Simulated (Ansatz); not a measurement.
# Residual resistivity of an alloy: Ti(0001) with 2 layers of random Ti-Nb, 2x2, part 2 of 2

Aim: the residual resistivity of a random alloy, from Ti(0001) with 2 layers of random Ti-Nb, 2x2 and longer regions.

Ansatz 0.2.0; Ansatz plane-wave DFT, PBE, PAW files; ballistic transport by layer matching (Landauer), zero bias; PAW set soft_1.

So far. Step 3 (With 6 alloy layers): Over the solved energies the transmission per spin lies between 1.16 and 1.30, out of 2.71 channels of the lead on average (up to 3.22).

## Step 4: With 10 alloy layers

In 10 layers a share of 0.5 of the sites is given to Nb at random. A fresh draw is used; the growth of the resistance with length is what counts.

System of this step: Ti(0001) with 10 layers of random Ti-Nb, 2x2. The cell holds 80 atoms: 60 Ti and 20 Nb. Cell: a = 5.900 Å, b = 5.900 Å, c = 46.860 Å, α = 90.0°, β = 90.0°, γ = 120.0°. It derives from Ti. Regions: lead, 40 atoms (40 Ti); scattering region, 40 atoms (20 Ti and 20 Nb). The structure is stacked along c, and the current runs across the ab planes.

input.yaml reads:

```yaml
crystal:
  lattice:
    - [5.9, 0.0, 0.0]
    - [-2.95, 5.1095498823, 0.0]
    - [0.0, 0.0, 46.86]
  atoms:
    - { symbol: Ti, position: [0.1666666667, 0.3333333333, 0.025] }
    - { symbol: Ti, position: [0.1666666667, 0.8333333333, 0.025] }
    - { symbol: Ti, position: [0.6666666667, 0.3333333333, 0.025] }
    - { symbol: Ti, position: [0.6666666667, 0.8333333333, 0.025] }
    - { symbol: Ti, position: [0.3333333333, 0.1666666667, 0.075] }
    - { symbol: Ti, position: [0.3333333333, 0.6666666667, 0.075] }
    - { symbol: Ti, position: [0.8333333333, 0.1666666667, 0.075] }
    - { symbol: Ti, position: [0.8333333333, 0.6666666667, 0.075] }
    - { symbol: Ti, position: [0.1666666667, 0.3333333333, 0.125] }
    - { symbol: Ti, position: [0.1666666667, 0.8333333333, 0.125] }
    - { symbol: Ti, position: [0.6666666667, 0.3333333333, 0.125] }
    - { symbol: Ti, position: [0.6666666667, 0.8333333333, 0.125] }
    - { symbol: Ti, position: [0.3333333333, 0.1666666667, 0.175] }
    - { symbol: Ti, position: [0.3333333333, 0.6666666667, 0.175] }
    - { symbol: Ti, position: [0.8333333333, 0.1666666667, 0.175] }
    - { symbol: Ti, position: [0.8333333333, 0.6666666667, 0.175] }
    - { symbol: Ti, position: [0.1666666667, 0.3333333333, 0.225] }
    - { symbol: Ti, position: [0.1666666667, 0.8333333333, 0.225] }
    - { symbol: Ti, position: [0.6666666667, 0.3333333333, 0.225] }
    - { symbol: Ti, position: [0.6666666667, 0.8333333333, 0.225] }
    - { symbol: Ti, position: [0.3333333333, 0.1666666667, 0.275] }
    - { symbol: Ti, position: [0.3333333333, 0.6666666667, 0.275] }
    - { symbol: Ti, position: [0.8333333333, 0.1666666667, 0.275] }
    - { symbol: Nb, position: [0.8333333333, 0.6666666667, 0.275] }
    - { symbol: Nb, position: [0.1666666667, 0.3333333333, 0.325] }
    - { symbol: Ti, position: [0.1666666667, 0.8333333333, 0.325] }
    - { symbol: Nb, position: [0.6666666667, 0.3333333333, 0.325] }
    - { symbol: Ti, position: [0.6666666667, 0.8333333333, 0.325] }
    - { symbol: Ti, position: [0.3333333333, 0.1666666667, 0.375] }
    - { symbol: Nb, position: [0.3333333333, 0.6666666667, 0.375] }
    - { symbol: Nb, position: [0.8333333333, 0.1666666667, 0.375] }
    - { symbol: Nb, position: [0.8333333333, 0.6666666667, 0.375] }
    - { symbol: Ti, position: [0.1666666667, 0.3333333333, 0.425] }
    - { symbol: Nb, position: [0.1666666667, 0.8333333333, 0.425] }
    - { symbol: Nb, position: [0.6666666667, 0.3333333333, 0.425] }
    - { symbol: Nb, position: [0.6666666667, 0.8333333333, 0.425] }
    - { symbol: Nb, position: [0.3333333333, 0.1666666667, 0.475] }
    - { symbol: Nb, position: [0.3333333333, 0.6666666667, 0.475] }
    - { symbol: Ti, position: [0.8333333333, 0.1666666667, 0.475] }
    - { symbol: Nb, position: [0.8333333333, 0.6666666667, 0.475] }
    - { symbol: Nb, position: [0.1666666667, 0.3333333333, 0.525] }
    - { symbol: Nb, position: [0.1666666667, 0.8333333333, 0.525] }
    - { symbol: Ti, position: [0.6666666667, 0.3333333333, 0.525] }
    - { symbol: Ti, position: [0.6666666667, 0.8333333333, 0.525] }
    - { symbol: Ti, position: [0.3333333333, 0.1666666667, 0.575] }
    - { symbol: Ti, position: [0.3333333333, 0.6666666667, 0.575] }
    - { symbol: Ti, position: [0.8333333333, 0.1666666667, 0.575] }
    - { symbol: Ti, position: [0.8333333333, 0.6666666667, 0.575] }
    - { symbol: Ti, position: [0.1666666667, 0.3333333333, 0.625] }
    - { symbol: Ti, position: [0.1666666667, 0.8333333333, 0.625] }
    - { symbol: Nb, position: [0.6666666667, 0.3333333333, 0.625] }
    - { symbol: Nb, position: [0.6666666667, 0.8333333333, 0.625] }
    - { symbol: Ti, position: [0.3333333333, 0.1666666667, 0.675] }
    - { symbol: Ti, position: [0.3333333333, 0.6666666667, 0.675] }
    - { symbol: Nb, position: [0.8333333333, 0.1666666667, 0.675] }
    - { symbol: Nb, position: [0.8333333333, 0.6666666667, 0.675] }
    - { symbol: Ti, position: [0.1666666667, 0.3333333333, 0.725] }
    - { symbol: Nb, position: [0.1666666667, 0.8333333333, 0.725] }
    - { symbol: Ti, position: [0.6666666667, 0.3333333333, 0.725] }
    - { symbol: Nb, position: [0.6666666667, 0.8333333333, 0.725] }
    - { symbol: Ti, position: [0.3333333333, 0.1666666667, 0.775] }
    - { symbol: Ti, position: [0.3333333333, 0.6666666667, 0.775] }
    - { symbol: Ti, position: [0.8333333333, 0.1666666667, 0.775] }
    - { symbol: Ti, position: [0.8333333333, 0.6666666667, 0.775] }
    - { symbol: Ti, position: [0.1666666667, 0.3333333333, 0.825] }
    - { symbol: Ti, position: [0.1666666667, 0.8333333333, 0.825] }
    - { symbol: Ti, position: [0.6666666667, 0.3333333333, 0.825] }
    - { symbol: Ti, position: [0.6666666667, 0.8333333333, 0.825] }
    - { symbol: Ti, position: [0.3333333333, 0.1666666667, 0.875] }
    - { symbol: Ti, position: [0.3333333333, 0.6666666667, 0.875] }
    - { symbol: Ti, position: [0.8333333333, 0.1666666667, 0.875] }
    - { symbol: Ti, position: [0.8333333333, 0.6666666667, 0.875] }
    - { symbol: Ti, position: [0.1666666667, 0.3333333333, 0.925] }
    - { symbol: Ti, position: [0.1666666667, 0.8333333333, 0.925] }
    - { symbol: Ti, position: [0.6666666667, 0.3333333333, 0.925] }
    - { symbol: Ti, position: [0.6666666667, 0.8333333333, 0.925] }
    - { symbol: Ti, position: [0.3333333333, 0.1666666667, 0.975] }
    - { symbol: Ti, position: [0.3333333333, 0.6666666667, 0.975] }
    - { symbol: Ti, position: [0.8333333333, 0.1666666667, 0.975] }
    - { symbol: Ti, position: [0.8333333333, 0.6666666667, 0.975] }
kpoints:
  mp_grid: { grid: [4, 4, 1] }
hamiltonian:
  xc: pbe
  pseudopotentials: { kind: paw, azcp: { folder: soft_1 } }
scf:
  occupations: { method: fermi_dirac, width: 0.1 }
output:
  transmission: { leads: [[0, 8]], kmesh: [8, 8], e_range: [-0.05, 0.05], de: 0.05 }
  write_potential: true
  write_density: true
  volumetric_format: npy
```

Command:

```
> ansatz run input.yaml --threads 4 --pin off --max-ram 15360MiB --backend cpu --events-out ev --progress --plain --runs-dir out
```

Numbers of over 12 decimals in the logs are rounded to 6 here.

What it wrote:

```text
[...]
Crystal: 80 atoms, lattice volume = 1412.658 Å³
Basis set: ecut = 420 eV, 27409 PW (Γ)
Bands: 588, of which v1, the nominal top of the filled ones, is band 490 counted from 1 (489 counted from 0)
Symmetry: 1 space group operations
[...]
k-points: 10 of 16 (time reversal used)
[...]
SCF iter   1: F=—  HF=-241062.567689 eV  |F-HF|=—  |Δ(HF+E_count)|=         —  Δρ=8.00e-2  dr2=3.90e3  ethr=3.10e-3  ⟨swp⟩=7.0  Hψ=21361  notcnv=0
[...]
SCF iter  11: F=-241020.491621 eV  HF=-241020.491621 eV  |F-HF|=5.49e-8  |Δ(HF+E_count)|=   1.28e-8  Δρ=1.16e-6  dr2=5.85e-8  ethr=1.02e-11  ⟨swp⟩=1.0  Hψ=14352  notcnv=0
SCF 1 converged in 11 iterations: F = -241020.491621 eV  dr2 = 5.85e-8
[...]
transmission: 230 of 2278 steps passed
transmission: 458 of 2278 steps passed
[...]
transmission: 2278 of 2278 steps passed
SCF converged after 11 iterations
Free energy (F): -241020.491621 eV
[...]
Internal energy: -241016.737288 eV  (E = F + TS)
E sigma→0 (E₀):  -241018.614455 eV
Entropy (-TS):   -3.754333 eV (-46.929 meV/atom)
Fermi energy:    14.431301 eV
[...]
--- Band table (eV; the first three rows and the last of 10) ---
  k-point 0: bands = [... 486 lower, 14.8524, 14.8578, 14.8735, 14.8989, 14.9070, 14.9407, 14.9538, 14.9555, ... 94 higher]
  k-point 1: bands = [... 486 lower, 14.5999, 14.6098, 14.6684, 14.6778, 14.6914, 14.6936, 14.6953, 14.7054, ... 94 higher]
  k-point 2: bands = [... 486 lower, 14.1795, 14.2124, 14.2268, 14.2590, 14.2856, 14.3108, 14.3167, 14.3358, ... 94 higher]
  k-point 9: bands = [... 486 lower, 14.1881, 14.2149, 14.2235, 14.2552, 14.2927, 14.3110, 14.3296, 14.3407, ... 94 higher]
--- Transmission ---
  basis      : 253 plane waves across, 67 finite elements along
  points     : 34, standing for a mesh of 8 x 8
[...]
channels       : 2.656250e0 a spin
[...]
junction   : crystal 0 to crystal 0, 0.70 to 42.87 Å
    transmission   : 1.010848e0 a spin
[...]
```

The job ended after 19 min (4 threads of Arm Neoverse V2, shared host; peak memory 9.5 GiB).

Numbers from this step:

| Property | Result |
| --- | --- |
| free energy | -241020.4916 eV |
| energy at zero smearing | -241018.6145 eV |
| Fermi energy | 14.43 eV |
| transmission per spin nearest the Fermi level | 1.011 |
| step of the lead's potential | 3 meV |

Per spin. The transmission, zone mean by energy, zero at the Fermi level:

```csv
energy (eV),"transmission, zone mean"
-0.0500,0.826
0.0000,1.01
0.0500,1.14
```

Over the solved energies the transmission per spin lies between 0.826 and 1.14, out of 2.71 channels of the lead on average (up to 3.22).

## Step 5: The fit

This step: Ansatz plane-wave DFT, PBE, PAW files; ballistic transport by layer matching (Landauer), zero bias; residual resistivity from the slope of the area resistance, atoms on the host's lattice; PAW set soft_1 (Ansatz 0.2.0).

Numbers from this step:

```yaml
resistivity: 61.39 µΩ cm
intercept: 0.9737 fΩ m²
scatter_about_the_fit: 0.1111 fΩ m²
```

Resistance, by row:

```csv
run,length (Å),T,channels N,RA (fΩ m²)
n2,4.686,1.401,2.708,1.34
n6,14.06,1.249,2.708,1.68
n10,23.43,0.9907,2.708,2.491
```

Table of area resistance by length of the alloy:

```csv
length of the alloy (Å),area resistance (fΩ m²)
4.69,1.34
14.06,1.68
23.43,2.49
```

The area resistance goes from 1.3 to 2.5 fΩ m² between 4.7 and 23.4 Å, a slope of 61 µΩ cm.

By hand from the end points: (2.491 − 1.340) fΩ m² / (23.43 − 4.69) Å = 61 µΩ cm, since 1 fΩ m² per Å is 1000 µΩ cm.

## Step 6: Results

| Property | Result |
| --- | --- |
| resistivity from the slope | 61.4 µΩ cm |
| area resistance over 4.69 Å | 1.34 fΩ m² |
| area resistance over 14.1 Å | 1.68 fΩ m² |
| area resistance over 23.4 Å | 2.49 fΩ m² |

**Reading.** The slope gives 61 µΩ cm. The points scatter by 0.11 fΩ m² about the line, with one random draw a length in a 2x2 cell, so the slope is a rough value. Read with a model of isotropic scattering on a spherical Fermi surface and the lead's 0.70×10¹⁵ S/m², this slope means a mean free path near 18 Å (a rough figure, since the alloy's own channel count differs); over these lengths the model's slope is 1.04 times its bulk resistivity, which would be 59 µΩ cm. The atoms sit on the host's lattice, so scattering by size misfit is left out. With 50 % of Nb, whose own structure is another, this is a hypothetical phase.

[Logs are printed without paths, hosts, clocks, repeated set-up lines and the standing remarks that a program may print on its own settings, such as how far it seeks lower states.]

[Hosts, paths, dates, database ids (printed as entryN), source tags and the programs' standing remarks are cut or masked in the printed files.]
